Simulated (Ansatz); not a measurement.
# Be: the cost of one run

Method: DFT PBE, scalar-relativistic, plane waves, PAW, in Ansatz 0.2.0.

1 further run of the same task is left out (it didn't finish).

**1. The structure to begin with**

The structure is tetragonal, space group P4_322 (No. 95). Conventional cell: a = 5.309 Å, b = 5.309 Å, c = 4.234 Å, α = 90.00°, β = 90.00°, γ = 90.00°. Around Be (site symmetry 2) lie 6 Be at 2.03 to 2.31 Å. Around Be (site symmetry 1) lie 7 Be at 2.03 to 2.31 Å.

As a file:

```xyz
12
Lattice="5.3088 0.0000 0.0000 0.0000 5.3088 0.0000 0.0000 0.0000 4.2335" Properties=species:S:1:pos:R:3 pbc="T T T"
Be    4.4356    4.4356    2.6459
Be    0.8733    0.8733    0.5292
Be    0.8733    4.4356    1.5876
Be    4.4356    0.8733    3.7043
Be    1.2494    2.7964    0.0088
Be    4.0595    2.5124    2.1256
Be    2.5124    1.2494    3.1839
Be    2.7964    4.0595    1.0672
Be    4.0595    2.7964    4.2247
Be    1.2494    2.5124    2.1079
Be    2.7964    1.2494    1.0496
Be    2.5124    4.0595    3.1663
```

The cell was relaxed beforehand at this level, from a generated guess; it needn't be the stable form of this composition. At a tolerance of 0.05 Å it has space group P4_322 (No. 95); it has 9.94 Å³/atom, an uncorrected energy of +0.56 eV/atom over the standard state.

**2. Electronic structure at the relaxed geometry**

input.yaml reads:

```yaml
crystal:
  lattice:
    - [5.3088362425, 0.0, 0.0]
    - [0.0, 5.3088362425, 0.0]
    - [0.0, 0.0, 4.2335054698]
  atoms:
    - { symbol: Be, position: [0.8355046694, 0.8355046694, 0.625] }
    - { symbol: Be, position: [0.1644953306, 0.1644953306, 0.125] }
    - { symbol: Be, position: [0.1644953306, 0.8355046694, 0.375] }
    - { symbol: Be, position: [0.8355046694, 0.1644953306, 0.875] }
    - { symbol: Be, position: [0.2353402322, 0.5267527811, 0.0020834948] }
    - { symbol: Be, position: [0.7646597678, 0.4732472189, 0.5020834948] }
    - { symbol: Be, position: [0.4732472189, 0.2353402322, 0.7520834948] }
    - { symbol: Be, position: [0.5267527811, 0.7646597678, 0.2520834948] }
    - { symbol: Be, position: [0.7646597678, 0.5267527811, 0.9979165052] }
    - { symbol: Be, position: [0.2353402322, 0.4732472189, 0.4979165052] }
    - { symbol: Be, position: [0.5267527811, 0.2353402322, 0.2479165052] }
    - { symbol: Be, position: [0.4732472189, 0.7646597678, 0.7479165052] }
basis:
  ecutwfc: 420
kpoints:
  mp_grid: { grid: [8, 8, 10] }
  band_path:
    path:
      - [[0.0, 0.0, 0.0], [0.0, 0.5, 0.0], [0.5, 0.5, 0.0], [0.0, 0.0, 0.0], [0.0, 0.0, 0.5], [0.0, 0.5, 0.5], [0.5, 0.5, 0.5], [0.0, 0.0, 0.5]]
      - [[0.0, 0.5, 0.0], [0.0, 0.5, 0.5]]
      - [[0.5, 0.5, 0.0], [0.5, 0.5, 0.5]]
    npoints: 10
hamiltonian:
  xc: pbe
scf:
  occupations: { method: gaussian, width: 0.1 }
  n_extra_bands: 30
output:
  forces: true
  stress: true
  eigenvalues: true
  populations: true
  dos: { projected: true, de: 0.02, nscf_kmesh: { grid: [10, 10, 12] } }
  bader: false
```

The run is started by

```sh
> ansatz run input.yaml --threads 1 --pin off --max-ram 2560MiB --backend cpu --events-out ev --progress --plain --runs-dir out
```

Q: Estimate wall time and peak memory on 1 thread of Intel Xeon Platinum 8375C at 2.90GHz (Ice Lake), shared host.

About 2 min, with a peak of 0.72 GiB.
